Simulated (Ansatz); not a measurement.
Computed with DFT PBE, scalar-relativistic, plane waves, PAW in Ansatz 0.2.0. Settings: cutoff 420 eV, Γ-centred meshes spaced at most about 0.3 Å⁻¹, and about 0.25 Å⁻¹ or finer for metals (2π included), Gaussian smearing. No spin polarisation.

These are static total energies at zero pressure.

Two forms of MgGe₂ were relaxed alike.

A.

```xyz
6
Lattice="7.2264 0.0000 0.0000 0.0000 7.2264 0.0000 0.0000 0.0000 2.8345" Properties=species:S:1:pos:R:3 pbc="T T T"
Mg    0.0000    0.0000    0.0000
Mg    3.6132    3.6132    1.4173
Ge    1.9238    1.9238    0.0000
Ge    1.6894    5.5370    1.4173
Ge    5.3026    5.3026    0.0000
Ge    5.5370    1.6894    1.4173
```

B.

```xyz
6
Lattice="0.0000 3.9513 3.9513 3.9513 0.0000 3.9513 3.9513 3.9513 0.0000" Properties=species:S:1:pos:R:3 pbc="T T T"
Mg    3.9513    3.9513    3.9513
Mg    5.9269    5.9269    5.9269
Ge    0.9878    0.9878    0.9878
Ge    0.9878    2.9635    2.9635
Ge    2.9635    2.9635    0.9878
Ge    2.9635    0.9878    2.9635
```

Question: Which would you expect to be lower, and how large is the difference?

Answer: B is lower, by 0.31 eV/atom. A has space group P4_2/mnm (No. 136), 24.7 Å³/atom and no gap on its mesh; B has the cubic Laves (C15) type, space group Fd-3m (No. 227), 20.6 Å³/atom and no gap. Counting Ge atoms around Mg (those within 1.25 times the shortest such distance or 1.15 times the sum of covalent radii; the shortest distance is added where it is long for a bond), A has Mg 6 and B has Mg 12 from 3.3 Å. The denser one is the lower, and pressure would at first widen the difference. Even the lower one lies +0.12 eV/atom against the reference forms of the elements (uncorrected), so neither is stable at this level. In A, Mg is surrounded by 6 Ge at 2.72–2.78 Å and 2 Mg at 2.83 Å; around Ge lie 3 Mg at 2.72–2.78 Å and 2 Ge at 2.83 Å. In B, Mg is surrounded by 12 Ge at 3.28 Å and 4 Mg at 3.42 Å; around Ge lie 6 Ge at 2.79 Å and 6 Mg at 3.28 Å. Both come from invented guesses. The lowest form computed isn't among them: it has space group P-3m1 (No. 164), 21.2 Å³/atom, is reached from a Materials Project cell (its symmetry changed) and lies 119 meV/atom below the best shown.

Cells relaxed within their symmetry can be saddle points. Some structure types and database cells were kept out of the candidates from the start, so a known form may be missing.
